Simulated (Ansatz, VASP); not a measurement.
**Ge: VASP beside Ansatz**

```
Ge
1.0
     0.00000    2.30349    2.30349
     2.30349    0.00000    2.30349
     2.30349    2.30349    0.00000
Ge
1
Cartesian
  0.0000 0.0000 0.0000
```

Alike in both runs: task single point; functional BLYP; k mesh 14 × 14 × 14; occupations fermi-dirac, width 0.1 eV; no spin polarisation.

```csv
,VASP,Ansatz
version,VASP 6.6.1,Ansatz 0.2.0
potentials or method,"VASP PAW PBE potentials, release 64 (Ge_d)","plane waves (420 eV) with PAW, scalar-relativistic"
plane-wave cutoff (eV),520,420
valence electrons in the cell,14,14
```

|  | VASP | Ansatz | Ansatz less VASP |
| --- | --- | --- | --- |
| pressure (GPa) | -4.2 | -4.2 | +0.06 |

With one functional, cell and mesh, what is left measures potentials, basis and numerics.

Caveats: the PAW data sets were made with another functional, which shifts forces and pressure a little (VASP).
